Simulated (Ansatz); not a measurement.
A single-point run of Ansatz (plane waves, PAW) on ZnO built on the wurtzite prototype, with the lines that name the functional removed. The cell was relaxed with r2SCAN and then strained, so it isn't that functional's minimum.

```xyz
4
Lattice="3.2353 0.0000 0.0000 -1.6177 2.8019 0.0000 0.0000 0.0000 5.2110" Properties=species:S:1:pos:R:3 pbc="T T T"
Zn    0.0000    1.8679   -0.0122
Zn    1.6177    0.9340    2.5932
O     0.0000    1.8679    1.9663
O     1.6177    0.9340    4.5718
```

```
Crystal: 4 atoms, lattice volume = 47.238 Å³
Basis set: ecut = 420 eV, 941 PW (Γ)
Bands: 23, of which v1, the nominal top of the filled ones, is band 18 counted from 1 (17 counted from 0)
Symmetry: 12 space group operations
Space group: P63mc (ITA 186)
k-points: 76 of 864 (time reversal used)
preconditioner: auto → Resta (q_TF=auto, 2.608 Å⁻¹)  ε∞=6.8  [insulator: Δε(μ)=0.810 eV  σ=0.020 eV  ℏωp=32.4 eV]
SCF 1 converged in 6 iterations: F = -7773.655403 eV  dr2 = 7.58e-8
SCF converged after 6 iterations
Free energy (F): -7773.655403 eV
Fermi energy:    7.757492 eV
--- Per-component energies (eV) ---
  E_band       = 68.826810
  E_kinetic    = 612.399083
  E_local      = -3991.604638
  E_nonlocal   = 1335.451505
  E_hartree    = 1641.053887
  E_xc         = -420.215795
  E_vxc        = -290.214847
  E_paw        = -3980.479356
  E_vpaw       = -879.312671
  E_ewald      = -2970.264281
--- Forces (eV/Å), atoms counted from 1 ---
  atom   1  Zn      0.00000      0.00000      0.00316
  atom   2  Zn      0.00000      0.00000      0.00316
  atom   3  O       0.00000      0.00000    -0.00320
  atom   4  O       0.00000      0.00000    -0.00320
--- Stress (GPa, compression-positive) ---
        6.021168       0.000000       0.000000
        0.000000       6.021168       0.000000
        0.000000       0.000000       6.163700
  P = ⅓ Tr σ = 6.0687 GPa (60.687 kbar)
--- Band table (eV; the first three rows and the last of 76) ---
  k-point 0: bands = […, 3.2920, 6.5430, 6.5430, 7.2502, 7.3430, 7.3430, 8.1512, 12.6092, 15.5770, 20.3008, …]
  k-point 1: bands = […, 3.6001, 6.5975, 6.5975, 6.6974, 7.2907, 7.2907, 8.7934, 12.3678, 15.7922, 20.3041, …]
  k-point 2: bands = […, 4.2874, 5.9037, 6.7462, 6.7462, 7.1465, 7.1465, 9.7990, 11.7232, 16.4196, 18.8732, …]
  k-point 75: bands = […, 3.6159, 3.6159, 4.6303, 4.6303, 6.0839, 6.0839, 15.3756, 15.3756, 15.3846, 15.3846, …]
```

bands.tsv, columns around the gap (it counts bands from 0):
```tsv
# k_distance	band_13	band_14	band_15	band_16	band_17	band_18	band_19	band_20	band_21
# fermi_ev = 7.757492
# [0, 0, 0] at k_distance = 0.000000
# [0.5, 0, 0] at k_distance = 1.121242
# [0.3333333333, 0.3333333333, 0] at k_distance = 1.768591
# [0, 0, 0.5] at k_distance = 3.196775
# [0.5, 0, 0.5] at k_distance = 4.318017
# [0.3333333333, 0.3333333333, 0.5] at k_distance = 4.965366
# levels_relative_to = fermi_ev
0.000	-1.215	-1.215	-0.507	-0.415	-0.415	0.394	4.852	7.820	12.543
1.121	-3.995	-3.260	-2.701	-1.711	-1.266	5.408	6.475	7.198	8.161
1.769	-3.956	-3.956	-2.347	-2.347	-2.166	7.279	7.339	7.339	7.766
3.197	-2.666	-0.810	-0.810	-0.810	-0.810	3.063	3.063	9.697	9.697
4.318	-4.194	-1.938	-1.938	-1.798	-1.798	5.327	5.327	8.064	8.064
4.965	-4.142	-3.127	-3.127	-1.674	-1.674	7.618	7.618	7.627	7.627
```
In order the rows are Γ, M, K, A, L, H.

Q: Which functional gave these numbers?
A. PBE
B. Hartree-Fock
C. r2SCAN
D. LDA

A: A. PBE. There is no exchange loop, so no exact exchange. The compression on the r2SCAN cell fits PBE, which tends to larger cells. With PBE the gap is 0.81 eV and direct, at Γ. The log narrows the family; the member has to be judged from the numbers.

Command: `ansatz run input.yaml --threads 2 --pin off --max-ram 29491MiB --backend cpu --events-out ev --progress --plain --runs-dir out`. Wall time 3.2 s on 2 threads of AMD EPYC 7R13 Processor (Zen 3), with other jobs on the host; peak host memory 0.53 GiB.

Spin-unpolarised throughout; all numbers are computed.
